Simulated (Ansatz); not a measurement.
Profile along the N–In line in InN (zinc blende)

InN (zinc blende)

```xyz
2
Lattice="0.0000 2.4996 2.4996 2.4996 0.0000 2.4996 2.4996 2.4996 0.0000" Properties=species:S:1:pos:R:3 pbc="T T T"
N      3.7494     3.7494     3.7494
In     0.0000     0.0000     0.0000
```

Fields along a shortest N–In line of a {110} plane (2.16 Å), from N to In, interpolated on the slice's grid (step about 0.2 Å). Calculation: r2SCAN (plane waves to 500 eV, PAW, scalar-relativistic; Ansatz, a first-principles code). k mesh 11×11×11. Near the nuclei the fields are pseudised (PAW); where an atom keeps semicore shells as valence, they peak there. At this level the bands of InN touch or barely overlap; measurements give the solid a gap. InN was relaxed with its symmetry unable to fall.

| distance from N (Å) | valence electron density (e/Å³) | electron localisation function |
|---|---|---|
| 0.00 | 3.42 | x |
| 0.22 | 3.51 | x |
| 0.43 | 2.73 | 0.71 |
| 0.65 | 1.44 | 0.84 |
| 0.86 | 0.76 | 0.68 |
| 1.08 | 0.57 | 0.23 |
| 1.30 | 0.92 | 0.18 |
| 1.51 | 2.64 | 0.15 |
| 1.73 | 6.31 | 0.03 |
| 1.94 | 10.91 | x |
| 2.16 | 13.24 | x |

x: too close to a nucleus for the ELF to mean much.

Density on the N–In line (2.16 Å) at its midpoint: 0.57 e/Å³. ELF at that point: 0.2.
